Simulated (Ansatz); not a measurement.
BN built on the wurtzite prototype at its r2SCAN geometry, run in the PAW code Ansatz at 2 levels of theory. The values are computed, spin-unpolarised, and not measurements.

The r2SCAN input:
```yaml
crystal:
  lattice:
    - [2.5439500161, 0.0, 0.0]
    - [-1.2719750081, 2.2031253399, 0.0]
    - [0.0, 0.0, 4.207815301]
  atoms:
    - { symbol: B, position: [0.3333333333, 0.6666666667, 0.0002034636] }
    - { symbol: B, position: [0.6666666667, 0.3333333333, 0.5002034636] }
    - { symbol: "N", position: [0.3333333333, 0.6666666667, 0.3747965364] }
    - { symbol: "N", position: [0.6666666667, 0.3333333333, 0.8747965364] }
kpoints:
  mp_grid: { grid: [12, 12, 6] }
  band_path:
    path:
      - [0.0, 0.0, 0.0]
      - [0.5, 0.0, 0.0]
      - [0.3333333333, 0.3333333333, 0.0]
      - [0.0, 0.0, 0.5]
      - [0.5, 0.0, 0.5]
      - [0.3333333333, 0.3333333333, 0.5]
      - [0.1, 0.0, 0.0]
    npoints: 1
hamiltonian:
  xc: r2scan
scf:
  occupations: { method: fixed }
  n_extra_bands: 5
output:
  forces: true
  stress: true
  eigenvalues: true
```

Main results, then, where recorded, the levels near the gap in eV from the Fermi energy (columns number the bands from 0), one row a point of the path (Γ, M, K, A, L, H, Γ–M (0.20)):
```
Crystal: 4 atoms, lattice volume = 23.583 Å³
Symmetry: 12 space group operations
Space group: P63mc (ITA 186)
```
```
Basis set: ecut = 500 eV, 591 PW (Γ)
Bands: 13, of which v1, the nominal top of the filled ones, is band 8 counted from 1 (7 counted from 0)
k-points: 76 of 864 (time reversal used)
Free energy (F): -1087.936182 eV
Fermi energy:    11.198443 eV
--- Forces (eV/Å), atoms counted from 1 ---
  atom   1  B       0.00000      0.00000    -0.00067
  atom   2  B       0.00000      0.00000    -0.00067
  atom   3  N       0.00000      0.00000      0.00069
  atom   4  N       0.00000      0.00000      0.00069
--- Stress (GPa, compression-positive) ---
        0.007739       0.000000       0.000000
        0.000000       0.007739       0.000000
        0.000000       0.000000      -0.015315
  P = ⅓ Tr σ = 0.0001 GPa (0.001 kbar)
```
```tsv
band_5	band_6	band_7	band_8	band_9	band_10
-0.271	0.000	0.000	9.116	9.116	9.336
-5.187	-4.524	-2.196	7.315	8.624	11.417
-5.637	-5.626	-5.626	5.752	14.460	14.460
-1.219	-1.219	-1.219	10.250	10.250	10.725
-3.917	-3.723	-3.723	7.214	7.214	10.736
-7.980	-3.151	-3.151	10.044	10.044	10.967
-0.849	-0.492	-0.233	8.768	9.562	9.678
```

r2SCAN gives an indirect gap of 5.75 eV, from Γ to K; the least direct gap is 9.00 eV at Γ–M (0.20 of the way from Γ).

HSE06. Against the first input these blocks differ (the band path and keys that only write files left aside):
```yaml
kpoints:
  mp_grid: { grid: [9, 9, 4] }
hamiltonian:
  xc: hse06
```

```
Basis set: ecut = 420 eV, 465 PW (Γ)
Bands: 13, of which v1, the nominal top of the filled ones, is band 8 counted from 1 (7 counted from 0)
k-points: 36 of 324 (time reversal used)
Exchange kernel: α = 0.2500, screened, ω = 0.2079 Å⁻¹, Wigner–Seitz truncation, v(0) = 1043.8992 eV·Å³, q-mesh 9×9×4
hybrid outer 1: dexx = +4.405e-3 eV, tail = 1.05e-5 eV
hybrid outer 2: dexx = +1.463e-7 eV, tail = 7.84e-9 eV, Δε = 1.63e-3 eV, ΔF = 6.06e-4 eV/Å
Free energy (F): -1084.832943 eV
Fermi energy:    10.510493 eV
--- Forces (eV/Å), atoms counted from 1 ---
  atom   1  B       0.00000      0.00000    -0.01169
  atom   2  B       0.00000      0.00000    -0.01169
  atom   3  N       0.00000      0.00000      0.01168
  atom   4  N       0.00000      0.00000      0.01168
--- Stress (GPa, compression-positive) ---
       -4.275578       0.000000       0.000000
        0.000000      -4.275578       0.000000
        0.000000       0.000000      -4.817190
  P = ⅓ Tr σ = -4.4561 GPa (-44.561 kbar)
```
```tsv
band_5	band_6	band_7	band_8	band_9	band_10
-0.266	0.000	0.000	10.103	10.103	10.353
-5.408	-4.709	-2.295	8.170	9.511	12.447
-5.889	-5.870	-5.870	6.530	15.633	15.633
-1.271	-1.271	-1.271	11.228	11.228	11.751
-4.084	-3.870	-3.870	8.072	8.072	11.700
-8.345	-3.280	-3.280	11.007	11.007	11.868
-0.876	-0.496	-0.244	9.720	10.568	10.711
```

With HSE06 the valence top lies at Γ and the conduction bottom at K, 6.53 eV higher; the smallest vertical gap, at Γ–M (0.22 of the way from Γ), is 9.96 eV. The mean pressure is -4.5 GPa (compression positive), so HSE06 would shrink the cell's volume. (The program warns that its thresholds are loose for a hybrid's stress.)

Small level splittings and stresses of the hybrids carry the error of their coarser meshes.

Totals of different functionals can't be compared.

The meshes of the hybrids are coarse, so their gaps aren't converged to the digits shown.
